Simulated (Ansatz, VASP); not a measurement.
# Zn16HNO15 (N-H pair in ZnO) in two plane-wave programs, part 2 of 2

Wanted: the spread between two codes on one cell, functional and k mesh. The cell is taken from a series of runs on this material, whose earlier steps may have relaxed, scaled, displaced or heated it; both programs get it as it stands.

VASP 6.6.1 and Ansatz 0.2.0.

So far: The structure; Ansatz: single point, HSE06.

## 3. VASP: single point, HSE06

Level of this step: HSE06; plane waves and PAW (Zn, O, N, H) (VASP).

The same cell, functional, mesh and smearing now go to VASP, with its own data sets.

Lines of VASP's logs that name or quote its potential files are left out, and so is its time.

The run reads the wave functions of an earlier VASP run, which isn't shown here.

File INCAR:

```
SYSTEM = Zn16HNO15
PREC = Accurate
ENCUT = 520
EDIFF = 1E-06
NELM = 100
ISMEAR = -1
SIGMA = 0.01
LREAL = Auto
ALGO = Normal
LHFCALC = .TRUE.
AEXX = 0.25
GGA = PE
HFSCREEN = 0.208
LASPH = .TRUE.
NBANDS = 167
PRECFOCK = Fast
LORBIT = 11
LWAVE = .FALSE.
LCHARG = .FALSE.
ISIF = 2
```

File POSCAR:

```
Zn16HNO15
1.0
    6.5590399475      0.0000000000      0.0000000000
   -3.2795199737      5.6802952189      0.0000000000
    0.0000000000      0.0000000000     10.5865020882
Zn O N H
16 15 1 1
Direct
    0.1567298645      0.3262681199      0.2520047844
    0.3300064427      0.1647322530      0.9987930310
    0.1710190850      0.3326603993      0.7502606863
    0.3475873184      0.1735016510      0.4979461733
    0.1567256879      0.8299103830      0.2520016447
    0.3271120493      0.6632827485      0.0037201768
    0.1710267779      0.8378126983      0.7502646872
    0.3243868263      0.6619032311      0.5010740763
    0.6506462735      0.3250646779      0.2421254609
    0.8320425966      0.1639643359      0.9996446629
    0.6730764348      0.3362696028      0.7524806002
    0.8266193621      0.1509230743      0.5085759993
    0.6602081669      0.8298406889      0.2512104301
    0.8320451304      0.6675425964      0.9996439895
    0.6606165703      0.8300293867      0.7555714013
    0.8266305976      0.6751343387      0.5085693494
    0.3209707363      0.1602124778      0.1856453294
    0.1673769913      0.3255133263      0.4408414416
    0.3440642041      0.1717582301      0.6850452139
    0.1655609737      0.3323319916      0.9373567275
    0.3236561688      0.6615537181      0.1919802498
    0.1673895758      0.8412937024      0.4408337376
    0.3304685142      0.6649583994      0.6882144766
    0.1655635400      0.8326865821      0.9373581890
    0.8276106858      0.1607694172      0.1857704518
    0.8350719497      0.1620793449      0.6947782381
    0.6653847631      0.3324251710      0.9396648879
    0.8276101319      0.6663163959      0.1857665429
    0.6547120969      0.8270765147      0.4399156324
    0.8350843940      0.6724533325      0.6947745151
    0.6588845624      0.8291739527      0.9414924840
    0.7097752202      0.3546156936      0.4295670756
    0.8533509551      0.4263706049      0.4034034609
```

File KPOINTS:

```
Automatic mesh
0
Gamma
1 1 1
0 0 0
```

The projector-augmented-wave data sets are Zn, O, N and H (PBE family, release 64).

The run is started by

```
export OMP_NUM_THREADS=3
mpirun -np 1 vasp_gam
```

Numbers of over 12 decimals in the logs are rounded to 6 here.

What it wrote:

```text
[banner, memory and clock lines left out]
running    1 mpi-ranks, on    1 nodes
[...]
Offloading initialized ...    1 GPUs detected
[...]
LDA part: xc-table for (Slater+PW92), standard interpolation
 found WAVECAR, reading the header
 POSCAR, INCAR and KPOINTS ok, starting setup
[...]
reading WAVECAR
 the WAVECAR file was read successfully
 initial charge from wavefunction
 entering main loop
       N       E                     dE             d eps       ncg     rms          rms(c)
DAV:   1    -0.180782888568E+03   -0.18078E+03   -0.11796E+01   420   0.425E+01    0.684E+00
DAV:   2    -0.180700075857E+03    0.82813E-01   -0.49139E+00   405   0.151E+01    0.220E+00
DAV:   3    -0.180723384769E+03   -0.23309E-01   -0.49735E-01   468   0.434E+00    0.121E+00
DAV:   4    -0.180725951402E+03   -0.25666E-02   -0.63438E-02   372   0.102E+00    0.692E-01
[...]
DAV:  11    -0.180722513895E+03    0.30772E-05   -0.34640E-06   292   0.107E-02    0.184E-02
DAV:  12    -0.180722512276E+03    0.16191E-05   -0.14652E-06   220   0.910E-03    0.112E-02
DAV:  13    -0.180722511427E+03    0.84936E-06   -0.11634E-06   204   0.888E-03
   1 F= -.18072251E+03 E0= -.18072251E+03  d E =-.715716E-12
```

From OUTCAR (step 3):

```text
  Total        4.9382643      2.7159357     -6.9525061      1.9116860     -0.6254289     -1.0911972
  in kB       20.0595526     11.0323083    -28.2415345      7.7653934     -2.5405329     -4.4325144
  external PRESSURE =       0.9501088 kB  Pullay stress =       0.0000000 kB

 POSITION                                       TOTAL-FORCE (eV/Angst)
 -----------------------------------------------------------------------------------
     -0.04201      1.85330      2.66785        -0.006970      0.014395      0.015772
      1.62428      0.93573     10.57372         0.003880      0.002790     -0.002655
      0.03075      1.88961      7.94264         0.019973     -0.004710     -0.004853
      1.71084      0.98554      5.27151         0.153260      0.088725     -0.053986
     -1.69374      4.71414      2.66782         0.008696     -0.013925      0.016349
     -0.02971      3.76764      0.03938        -0.006171     -0.003389      0.008503
     -1.62585      4.75902      7.94268         0.005573      0.018896     -0.004961
     -0.04306      3.75981      5.30462        -0.030457     -0.017322     -0.016210
      3.20156      1.84646      2.56326        -0.051207     -0.029553     -0.068042
      4.91968      0.93137     10.58274         0.004665      0.006827     -0.013382
      3.31193      1.91011      7.96614        -0.002816     -0.001964     -0.000706
      4.92687      0.85729      5.38404         0.041636     -0.057826      0.042284
      1.60885      4.71374      2.65944        -0.006411     -0.003978      0.003541
      3.26820      3.79184     10.58273         0.007275      0.000631     -0.013672
[...]
-----------------------------------------------------------------------------------
    total drift:                               -0.007688     -0.003738      0.001138

  FREE ENERGIE OF THE ION-ELECTRON SYSTEM (eV)
  ---------------------------------------------------
  free  energy   TOTEN  =      -180.7225114269 eV

  energy  without entropy=     -180.7225114269  energy(sigma->0) =     -180.72251143

[... 3 further parts left out ...]
[key lines of the parts left out:]
E-fermi :   0.3658
```

The run ends at a pressure of 0.10 GPa, with forces up to 11 eV/Å.

## 4. Comparison

Known differences besides the potentials themselves: exact exchange at q = 0 is treated differently, which shows on coarse meshes; VASP keeps PBE cores, Ansatz makes them for the functional; the cutoff is 420 eV in Ansatz and 520 eV in VASP (PREC = Accurate, projectors in real space); VASP takes a coarser grid for exact exchange (PRECFOCK = Fast). Total energies have different zeros and are not compared.

The two programs side by side:

```
              quantity  Ansatz   VASP  difference
gap on the k mesh (eV)   2.277  2.286      -0.008
```

Forces on 7 of the 33 atoms, those with the largest forces and the largest differences (eV/Å; atoms numbered as in POSCAR):

```
atom          Ansatz x, y, z            VASP x, y, z
 Zn4    0.089, 0.052, -0.034    0.153, 0.089, -0.054
 Zn9  -0.048, -0.028, -0.083  -0.051, -0.030, -0.068
Zn12    0.048, -0.062, 0.044    0.042, -0.058, 0.042
Zn16    -0.029, 0.073, 0.044    -0.029, 0.065, 0.042
 O22  -0.004, -0.061, -0.011  -0.016, -0.083, -0.013
 N32   -8.893, -5.132, 3.435   -9.191, -5.303, 3.543
 H33    8.936, 5.156, -3.446    9.242, 5.333, -3.562
```

The forces differ by 53 meV/Å r.m.s., which is 3.3 % of the r.m.s. force of 1.595 eV/Å (both taken over all components). A gap on the mesh is an upper bound, since the band edges may lie between its points.

## 5. Summary of results

```yaml
r_m_s_force_difference_single_point_hse06: 3.3 % of the r.m.s. force
```

**Reading.** The r.m.s. force difference is 3.3 % of the r.m.s. force (single point, HSE06), beyond the 3 % picked in this series as the mark of a large difference. What causes the difference of the single point, HSE06 pair stays open here. How closely two codes agree says nothing of how well the functional describes the real material.

[Lines on the potential files, build, host, timing and source positions are cut from VASP's logs without a mark.]

[Logs are printed without paths, hosts, clocks, repeated set-up lines and the standing remarks that a program may print on its own settings, such as how far it seeks lower states.]

[Hosts, paths, dates, database ids (printed as entryN), source tags and the programs' standing remarks are cut or masked in the printed files.]
